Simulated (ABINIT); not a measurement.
The system is La2O3.

```xyz
5
Lattice="6.2668 0.0000 0.0000 -3.1334 5.4272 0.0000 0.0000 0.0000 3.2998" Properties=species:S:1:pos:R:3 pbc="T T T"
La    3.1334    1.8091    1.6499
La    0.0000    3.6181    1.6499
O     3.1836    0.0000    0.0000
O    -1.5918    2.7571    0.0000
O     1.5416    2.6701    0.0000
```

The cell comes from a database or a generator and needn't be the stable form of this composition.

Program: ABINIT 10.8.3 (patched build). Alike in all runs: no spin polarisation; cell as given; k mesh 5 × 5 × 8; cutoff (eV) 626; smearing fermi-dirac 0.05 eV.

Q: Order these runs on this cell by their pressure, lowest first.
A. level PBE; potentials or basis JTH PAW PBE v2.0
B. level LDA; potentials or basis JTH PAW LDA v2.0
C. level PBEsol; potentials or basis JTH PAW PBE v2.0

A: B (-2.7 GPa), C (-0.4 GPa), A (2.7 GPa).

Caveats: the PAW data sets were made with another functional, which shifts forces and pressure a little (some runs).
